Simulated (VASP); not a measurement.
Here is a VASP 6.6.1 calculation.

INCAR

```
PREC = Accurate
ENCUT = 600
EDIFF = 1E-7
ISMEAR = -1
SIGMA = 0.05
LREAL = F
LASPH = T
NELM = 100
ALGO = Normal
ISIF = 3
LWAVE = F
LCHARG = F
METAGGA = RSCAN
LMIXTAU = T
IBRION = 2
NSW = 40
EDIFFG = -0.005
```

The input KPOINTS:

```
regular mesh
0
Gamma
  8 8 8
```

File POSCAR:

```
PbSe
1.0
    0.0000000000      3.0606500000      3.0606500000
    3.0606500000      0.0000000000      3.0606500000
    3.0606500000      3.0606500000      0.0000000000
Pb Se
1 1
Direct
    0.0000000000      0.0000000000      0.0000000000
    0.5000000000      0.5000000000      0.5000000000
```

Potentials or basis: VASP PAW PBE potentials, release 64 (Pb_d, Se).

Command:

```sh
$ cat potpaw_PBE.64/Pb_d/POTCAR potpaw_PBE.64/Se/POTCAR > POTCAR
$ mpirun -np 1 vasp_std > vasp.out
```

Predict the band gap on the k mesh.

0.65 eV, direct.

What does it give for the relaxed volume?

29.52 Å³/atom.

Predict the relaxed cell.

a = 4.371 Å, b = 4.371 Å, c = 4.371 Å, α = 60.00°, β = 60.00°, γ = 60.00°.

Step by step:
```
step  energy change (eV)  largest force (eV/Å)  pressure (GPa)  volume (Å³)
   1              0.0000                0.0000            1.61        57.34
   2             -0.0069                0.0000           -0.61        59.76
   3             -0.0082                0.0000            0.01        59.03
```

Caveat: the PAW data sets were made with another functional, which shifts forces and pressure a little; spin-orbit coupling is left out, which as a rule narrows the gap of such compounds by several tenths of an eV.

The cell as given is a measured one (28.67 Å³/atom); rSCAN puts the equilibrium volume +3.0 % from it, thermal expansion not counted.
